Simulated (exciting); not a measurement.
BN:

```
N B
1.0
     0.00000    1.81300    1.81300
     1.81300    0.00000    1.81300
     1.81300    1.81300    0.00000
N B
1 1
Cartesian
  0.9065 0.9065 0.9065
  0.0000 0.0000 0.0000
```

The cell is a database's computed one.

Base run:

- Program: exciting (release sodium)
- Functional: PBEsol
- Potentials or basis: all-electron LAPW+lo, shipped species files, valence relativity iora*
- rgkmax: 7.5
- k mesh: 13 × 13 × 13
- Occupations: fermi-dirac, width 0.05 eV
- Spin: no spin polarisation

Its results: band gap on the k mesh 4.35 eV, indirect (least direct gap 8.72 eV).

**Question.** The run is repeated on the same cell with these changes: functional from PBEsol to RPBE. What comes out?

**Answer.** Band gap on the k mesh 4.57 eV, indirect (least direct gap 8.85 eV).

A k mesh can miss the band edges.
